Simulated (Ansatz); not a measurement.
## Se (P3_121)

Level of theory: DFT r2SCAN, scalar-relativistic, plane waves, PAW (Ansatz 0.2.0).

Cutoff 500 eV; k points 6×6×6 on the computed 3-atom cell (Γ-centred); Gaussian smearing, width 0.02 eV; no spin polarisation.

The structure is relaxed at this level of theory with its symmetry kept.

```
Se
1.0
     4.50452    0.00000    0.00000
    -2.25226    3.90103    0.00000
     0.00000    0.00000    4.99158
Se
3
Direct
  0.21715 0.00000 0.33333
  0.00000 0.21715 0.66667
  0.78285 0.78285 0.00000
```

* Space group: P3_121 (No. 152)
* Volume per atom: 197.3 bohr³
* Formation energy from the elements' standard states (uncorrected): 0.000 eV/atom
* Generalised Kohn–Sham band gap: 1.33 eV, indirect from L to H
* Löwdin character of the top 1 eV of the valence band: Se 4p 97 %
* Löwdin character of the lowest 1 eV of the conduction band: Se 4p 88 %, unprojected 6 %
* Electron masses at the edge by Cartesian direction of the standard setting (m_e; degenerate bands sorted by energy; no spin-orbit coupling): x: 0.43; y: 0.43; z: 0.18
* Hole masses at the edge by Cartesian direction of the standard setting (m_e; degenerate bands sorted by energy; no spin-orbit coupling): x: 7.4; y: 0.43; z: 0.28
* Bulk modulus: 8.8 GPa
* Its pressure derivative: 8.1
* Bader charges (e): Se (3 in the cell) 0.00

Each cell of Se holds chains, and where no dispersion correction was added their binding is poorly described.

Cost: 8 runs of about 13 core-minutes in all, on AMD EPYC 7R43 (Zen 3) (shared hosts).